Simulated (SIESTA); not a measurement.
Zn under changes of volume

One of the cells (15.451 Å³/atom); the others are scaled copies at fixed shape and fractional positions:

```
CELL_PARAMETERS angstrom
-1.56904 1.56904 1.56904
1.56904 -1.56904 1.56904
1.56904 1.56904 -1.56904
ATOMIC_POSITIONS crystal
Zn 0.00000 0.00000 0.00000
```

This isn't the form of Zn at room conditions, which is hcp.

| Quantity | Value |
| --- | --- |
| Program | SIESTA 5.4.2 |
| Functional | LDA |
| Potentials or basis | PseudoDojo 0.4 standard (LDA files) |
| Basis | DZP (energy shift 0.003 Ry; two zetas on semicore shells) |
| Grid cutoff | 800 Ry |
| Energy shift | 0.003 Ry |
| k mesh | 12 × 12 × 12 |
| Occupations | fermi-dirac, width 0.05 eV |
| Spin | no spin polarisation |

| volume (Å³/atom) | energy over the lowest point (meV/atom) | pressure (GPa) |
| --- | --- | --- |
| 14.524 | 0.00 | -9.5 |
| 14.833 | 19.80 | -10.7 |
| 15.142 | ? | ? |
| 15.451 | 65.53 | -12.6 |
| 15.760 | 90.52 | -13.4 |
| 16.069 | 116.64 | -13.9 |
| 16.378 | 144.00 | -14.5 |

Question: What does the run at 15.142 Å³/atom give?

Answer: Energy over the lowest point 41.83 meV/atom; pressure -11.9 GPa.

Worked out: A Birch-Murnaghan fit of order 3 (a polynomial in V^(-2/3)) to the other rows has no minimum within the range. It gives 41.81 meV/atom at 15.142 Å³/atom, against the run's 41.83, and -dE/dV = -11.8 GPa, against -11.9.

Energies are extrapolated to zero smearing.

Caveats: short orbitals over semicore shells can move pressures by several GPa; the basis of atomic orbitals isn't converged, which shifts pressures, moduli and gaps.
